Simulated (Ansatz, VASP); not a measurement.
**One calculation of PbO, two programs**

Contents of POSCAR:

```
PbO
1.0
    4.1129254848      0.0000000000      0.0000000000
   -2.0564627424      3.6345897487      0.0000000000
    0.0000000000      0.0000000000      5.6222892990
Pb O
2 2
Direct
    0.3369450582      0.6738901164     -0.0196396259
    0.6630549418      0.3261098836      0.4803603741
    0.3289559982      0.6579119964      0.3946396259
    0.6710440018      0.3420880036      0.8946396259
```

Contents of INCAR.step1:

```
SYSTEM = PbO
PREC = Accurate ; ENCUT = 520
ISMEAR = 0 ; SIGMA = 0.01
LREAL = .FALSE. ; LASPH = .TRUE.
NELM = 100 ; NBANDS = 28
GGA = PE ; ALGO = Normal
EDIFF = 1E-4 ; LWAVE = .TRUE.
LCHARG = .FALSE.
```

File INCAR.step2:

```
SYSTEM = PbO
PREC = Accurate ; ENCUT = 520
EDIFF = 1E-6 ; ISMEAR = 0
SIGMA = 0.01 ; LREAL = .FALSE.
LASPH = .TRUE. ; NELM = 100
ALGO = Normal ; ISIF = 2
LWAVE = .FALSE. ; LCHARG = .FALSE.
METAGGA = R2SCAN ; LMIXTAU = .TRUE.
NBANDS = 28 ; ISTART = 1
```

File KPOINTS:

```
regular mesh
0
G
  12 12 4
  0 0 0
```

Input for Ansatz:

```yaml
crystal:
  lattice:
    - [4.1129254848, 0.0, 0.0]
    - [-2.0564627424, 3.6345897487, 0.0]
    - [0.0, 0.0, 5.622289299]
  atoms:
    - { symbol: Pb, position: [0.3369450582, 0.6738901164, -0.0196396259] }
    - { symbol: Pb, position: [0.6630549418, 0.3261098836, 0.4803603741] }
    - { symbol: O, position: [0.3289559982, 0.6579119964, 0.3946396259] }
    - { symbol: O, position: [0.6710440018, 0.3420880036, 0.8946396259] }
kpoints:
  mp_grid: { grid: [12, 12, 4] }
  band_path:
    path:
      - [0.0, 0.0, 0.0]
      - [0.5, 0.0, 0.0]
      - [0.3333333333, 0.3333333333, 0.0]
      - [0.0, 0.0, 0.5]
      - [0.5, 0.0, 0.5]
      - [0.3333333333, 0.3333333333, 0.5]
      - [0.276042, 0.361979, 0.414062]
      - [0.0, -0.5, 0.427083]
    npoints: 1
hamiltonian:
  xc: r2scan
scf:
  occupations: { method: fixed }
  n_extra_bands: 5
output:
  forces: true
  stress: true
  eigenvalues: true
  write_density: true
  write_potential: true
  elf: true
  volumetric_format: npy
```

Change from the starting cell: uniaxial_x strain -2.0%.

Alike in both runs: task single point; functional r2SCAN; k mesh 12 × 12 × 4; no spin polarisation.

|  | VASP | Ansatz |
| --- | --- | --- |
| version | VASP 6.6.1 | Ansatz 0.2.0 |
| potentials or method | VASP PAW PBE potentials, release 64 (Pb_d, O) | plane waves, PAW |
| plane-wave cutoff (eV) | 520 | 500 |
| occupations | gaussian, width 0.01 eV | fixed |
| valence electrons in the cell | 40 | 40 |

VASP gave:

* gap on the k mesh at the Fermi level (eV): 1.92
* pressure (GPa): 1.8
* largest component of the traceless stress (GPa): 0.50
* rms of the force components (eV/Å): 0.020

Estimate Ansatz's values.

gap on the k mesh at the Fermi level (eV): 1.92; pressure (GPa): 1.5; largest component of the traceless stress (GPa): 0.56; rms of the force components (eV/Å): 0.002.

Atom by atom the forces differ by 0.021 eV/Å (rms over components).

Caveats: the PAW data sets were made with another functional, which shifts forces and pressure a little (VASP); spin-orbit coupling is left out, which as a rule narrows the gap of such compounds by several tenths of an eV. A k mesh can miss the band edges.
